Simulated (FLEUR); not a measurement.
# Pb (Im-3m) in FLEUR: further runs, part 2 of 2

FLEUR MaX-R8.1 (later development tree). The steps go on from the part before.

## (5) Equation of state, r2SCAN, 31.03 Å³/atom

Contents of inp.xml:

```xml
<?xml version="1.0" encoding="UTF-8" standalone="no"?>
<fleurInput fleurInputVersion="0.39">
   <comment>
      Pb                                                                                                  
   </comment>
   <calculationSetup>
      <cutoffs Kmax="4.1" Gmax="12.7" GmaxXC="12.7" numbands="0"/>
      <scfLoop itmax="80" minDistance="0.0001" maxIterBroyd="30" imix="Anderson" alpha="0.05" precondParam="0.0" spinf="2.0" sdNocoIR="T"/>
      <coreElectrons ctail="F" frcor="F" kcrel="0" coretail_lmax="0"/>
      <xcFunctional name="LibXC" relativisticCorrections="F">
         <LibXCName exchange="mgga_x_r2scan" correlation="mgga_c_r2scan"/>
         <AuxGGA exchange="117" correlation="130"/>
      </xcFunctional>
      <magnetism jspins="1"/>
      <soc l_soc="F" theta="0.0" phi="0.0" spav="F"/>
      <expertModes spex="0" secvar="F"/>
      <geometryOptimization l_f="F" forcealpha="1.0" forcemix="BFGS" epsdisp="0.00001" epsforce="0.00001"/>
      <ldaU l_linMix="F" mixParam="0.05" spinf="1.0"/>
   </calculationSetup>
   <cell>
      <bzIntegration valenceElectrons="20.0" mode="hist" fermiSmearingEnergy="0.00183747">
         <kPointListSelection listName="default-1"/>
         <!-- k-points included here -->
         <xi:include xmlns:xi="http://www.w3.org/2001/XInclude" href="kpts.xml"> </xi:include>
      </bzIntegration>
      <!-- symmetry operations included here -->
      <xi:include xmlns:xi="http://www.w3.org/2001/XInclude" href="sym.xml"> </xi:include>
      <bulkLattice scale="1.0000000000">
         <bravaisMatrix>
            <row-1>   -3.7410144010073063     3.7410144010073063     3.7410144010073063</row-1>
            <row-2>    3.7410144010073063    -3.7410144010073063     3.7410144010073063</row-2>
            <row-3>    3.7410144010073063     3.7410144010073063    -3.7410144010073063</row-3>
         </bravaisMatrix>
      </bulkLattice>
   </cell>
   <atomSpecies>
      <species name="Lead (Pb)" element="Pb" atomicNumber="82">
         <mtSphere radius="2.66" gridPoints="879" logIncrement="0.015"/>
         <atomicCutoffs lmax="10" lnonsphr="10"/>
         <electronConfig flipSpins="F">
            <coreConfig>(1s1/2) (2s1/2) (2p1/2) (2p3/2) (3s1/2) (3p1/2) (3p3/2) (4s1/2) (3d3/2) (3d5/2) (4p1/2) (4p3/2) (4d3/2) (4d5/2) (4f5/2) (4f7/2) (5s1/2)</coreConfig>
            <valenceConfig>(5p1/2) (5p3/2) (6s1/2) (5d3/2) (5d5/2) (6p1/2) (6p3/2)</valenceConfig>
            <stateOccupation state="(6p1/2)" spinUp="0.333333" spinDown="0.333333"/>
            <stateOccupation state="(6p3/2)" spinUp="0.666667" spinDown="0.666667"/>
         </electronConfig>
         <energyParameters s="6" p="6" d="5" f="5"/>
         <lo type="SCLO" l="1" n="5" eDeriv="0"/>
         <lo type="SCLO" l="1" n="5" eDeriv="1"/>
         <lo type="SCLO" l="0" n="6" eDeriv="2"/>
         <lo type="SCLO" l="2" n="5" eDeriv="2"/>
         <lo type="SCLO" l="3" n="5" eDeriv="2"/>
      </species>
   </atomSpecies>
   <atomGroups>
      <atomGroup species="Lead (Pb)">
         <relPos label="                   1">.0000000000 .0000000000 .0000000000</relPos>
         <force calculate="T" relaxXYZ="TTT"/>
      </atomGroup>
   </atomGroups>
   <output dos="F" band="F" slice="F">
      <checks vchk="F" cdinf="F"/>
      <bandDOS minEnergy="-.5*Htr" maxEnergy="0.5*Htr" sigma="0.015" storeEVData="T"/>
      <vacuumDOS vacdos="F" integ="F" star="F" nstars="0" locx1="0.0" locy1="0.0" locx2="0.0" locy2="0.0" nstm="0" tworkf="0.0"/>
      <unfoldingBand unfoldBand="F" supercellX="1" supercellY="1" supercellZ="1"/>
      <plotting iplot="0" polar="F">
         <plot TwoD="T" vec1="  1.0  0.0  0.0" vec2="  0.0  1.0  0.0" vec3="  0.0  0.0  1.0" zero="  0.0  0.0  0.0" file="plot"/>
      </plotting>
      <chargeDensitySlicing numkpt="0" minEigenval="0.0" maxEigenval="0.0" nnne="0" pallst="F"/>
      <specialOutput eonly="F"/>
      <moessbauerParams electricFieldGradient="T" isomerShift="T" coreHyperfine="T" valenceHyperfine="T"/>
      <magneticCircularDichroism mcd="F" energyLo="-10.0" energyUp="0.0"/>
   </output>
  <!-- We include the file relax.xml here to enable relaxations (see documentation) -->
  <xi:include xmlns:xi="http://www.w3.org/2001/XInclude" href="relax.xml"> <xi:fallback/> </xi:include>
</fleurInput>
```

Command:

```
> inpgen -f crystal.txt -profile fastHighL
> # inp.xml edited to the form shown
> fleur_MPI
```

It took 20 s on 1 thread of Arm Neoverse V1, shared host; peak memory 0.09 GiB.

Results (log left out):

| Item | Value |
| --- | --- |
| Free energy | -569429.3777 eV |
| Band gap on the k mesh | none (metal or under the smearing width) |
| Valence electrons inside the program's atomic spheres | Pb 18.01 (radii Pb 2.66 bohr) |

Caveat: the meta-GGA is that of a development version, with a GGA for the radial functions and cores and without core tails.

## (6) Equation of state, r2SCAN, 32.27 Å³/atom (volume scaled by 1.04)

inp.xml, as its differences from that of step 5:

```diff
@@ -27,3 +27,3 @@
       <xi:include xmlns:xi="http://www.w3.org/2001/XInclude" href="sym.xml"> </xi:include>
-      <bulkLattice scale="1.0000000000">
+      <bulkLattice scale="1.0131594038">
          <bravaisMatrix>
```

Potentials or basis: all-electron, FLAPW.

Command:

```
> inpgen -f crystal.txt -profile fastHighL
> # inp.xml edited to the form shown
> fleur_MPI
```

Run time: 19 s. Hardware: 1 thread of Arm Neoverse V1, shared host; peak memory 0.09 GiB.

It converged, with:

```yaml
Free_energy: -569429.3694 eV
Band_gap_on_the_k_mesh: none (metal or under the smearing width)
Valence_electrons_inside_the_program's_atomic_spheres: Pb 17.99 (radii Pb 2.66 bohr)
```

Caveat: the meta-GGA is that of a development version, with a GGA for the radial functions and cores and without core tails.

## (7) Equation of state, r2SCAN, 32.90 Å³/atom (volume scaled by 1.06)

inp.xml, as its differences from that of step 6:

```diff
@@ -27,3 +27,3 @@
       <xi:include xmlns:xi="http://www.w3.org/2001/XInclude" href="sym.xml"> </xi:include>
-      <bulkLattice scale="1.0131594038">
+      <bulkLattice scale="1.0196128224">
          <bravaisMatrix>
```

Command:

```
> inpgen -f crystal.txt -profile fastHighL
> # inp.xml edited to the form shown
> fleur_MPI
```

Run time: 21 s. Hardware: 1 thread of Arm Neoverse V1, shared host; peak memory 0.09 GiB.

Results (log left out):

```
Free energy                                           : -569429.3614 eV
Band gap on the k mesh                                : none (metal or under the smearing width)
Valence electrons inside the program's atomic spheres : Pb 17.98 (radii Pb 2.66 bohr)
```

Caveat: the meta-GGA is that of a development version, with a GGA for the radial functions and cores and without core tails.

## (8) Equation of state, r2SCAN

This step only gathers the single runs of the series.

What came out:

```yaml
Equilibrium_volume: 30.81 Å³/atom
Bulk_modulus: 44 GPa
```

Energy against volume, from the lowest point:
| volume (Å³/atom) | energy (meV/atom) |
| --- | --- |
| 29.172 | 13.24 |
| 29.792 | 4.66 |
| 31.034 | 0.00 |
| 32.275 | 8.28 |
| 32.896 | 16.36 |

Caveat: the meta-GGA is that of a development version, with a GGA for the radial functions and cores and without core tails.
